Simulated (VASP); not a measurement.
A run of VASP 6.6.1 is set up as follows.

The input POSCAR:

```
SnO2
1.0
    4.7641629647      0.0000000000      0.0000000000
   -0.0000000000      4.7641629647      0.0000000000
    0.0000000000      0.0000000000      3.2076313344
  Sn              O
     2     4
Direct
     1.0000000000000000    1.0000000000000000    1.0000000000000000
     0.5000000000000000    0.5000000000000000    0.5000000000000000
     0.3058506899403314    0.3058506899403314    1.0000000000000000
     0.1941493100596686    0.8058506899403314    0.5000000000000000
     0.6941493100596686    0.6941493100596686    0.0000000000000000
     0.8058506899403314    0.1941493100596686    0.5000000000000000
```

File INCAR.step1:

```
PREC = Accurate
ENCUT = 600
EDIFF = 1E-8
ISMEAR = 0
SIGMA = 0.03
LREAL = False
LASPH = True
NELM = 80
ALGO = Normal
ISIF = 3
LWAVE = False
LCHARG = False
METAGGA = R2SCAN
LMIXTAU = True
KPAR = 2
IBRION = 2
NSW = 40
EDIFFG = -0.002
```

The input INCAR.step2:

```
PREC = Accurate
ENCUT = 600
EDIFF = 1E-8
ISMEAR = 0
SIGMA = 0.03
LREAL = False
LASPH = True
NELM = 80
ALGO = Normal
ISIF = 2
LWAVE = False
LCHARG = False
METAGGA = R2SCAN
LMIXTAU = True
KPAR = 2
IBRION = 6
NFREE = 2
POTIM = 0.015
NSW = 1
```

Contents of KPOINTS:

```
regular mesh
0
Gamma
  6 6 8
```

Potentials or basis: VASP PAW PBE potentials, release 64 (Sn_d, O).

Command:

```bash
$ cat potpaw_PBE.64/Sn_d/POTCAR potpaw_PBE.64/O/POTCAR > POTCAR
$ cp INCAR.step1 INCAR
$ mpirun -np 2 vasp_std > vasp.out
$ cp CONTCAR POSCAR
$ cp INCAR.step2 INCAR
$ mpirun -np 2 vasp_std > vasp.out
```

Q: What does it give for the highest phonon frequency at Γ, LO-TO splitting left out?

A: 766 cm⁻¹.

Phonon frequencies in cm⁻¹ (negative: imaginary):
| q point | frequencies |
| --- | --- |
| (0.000, 0.000, 0.000) | -2 -2 0 118 152 242 242 287 287 373 464 469 469 567 605 605 630 766 |
